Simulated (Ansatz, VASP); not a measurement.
## GaN: VASP beside Ansatz

```xyz
4
Lattice="3.1800 0.0000 0.0000 -1.5900 2.7540 0.0000 0.0000 0.0000 5.1660" Properties=species:S:1:pos:R:3 pbc="T T T"
Ga    1.5900    0.9180    2.5830
Ga    0.0000    1.8360    0.0000
N     1.5900    0.9180    4.5203
N     0.0000    1.8360    1.9373
```

Alike in both runs: task single point; functional PBE; k mesh 10 × 10 × 5; occupations gaussian, width 0.014 eV; no spin polarisation.

```csv
,VASP,Ansatz
version,VASP 6.6.1,Ansatz 0.2.0
potentials or method,"VASP PAW PBE potentials, release 64 (Ga_d, N)",Ansatz PAW
plane-wave cutoff (eV),520,420
valence electrons in the cell,36,36
```

|  | VASP | Ansatz | Ansatz less VASP |
| --- | --- | --- | --- |
| gap on the k mesh at the Fermi level (eV) | 1.97 | 1.96 | -0.008 |
| least direct gap on the mesh (eV) | 1.97 | 1.96 | -0.008 |
| pressure (GPa) | 7.3 | 7.3 | -0.02 |
| largest component of the traceless stress (GPa) | 1.45 | 1.43 | -0.013 |
| rms of the force components (eV/Å) | 0.078 | 0.079 | +0.0014 |

Atom by atom the forces differ by 0.001 eV/Å (rms over components). The functional is the same, so the differences come from potentials, cutoffs and numerics.

Caveats: odd divisions of the mesh miss points on the zone boundary, where band edges often lie, so the gap on the mesh can be too wide (Ansatz); the pressure holds a Pulay correction of +0.5 GPa for the finite cutoff (Ansatz).
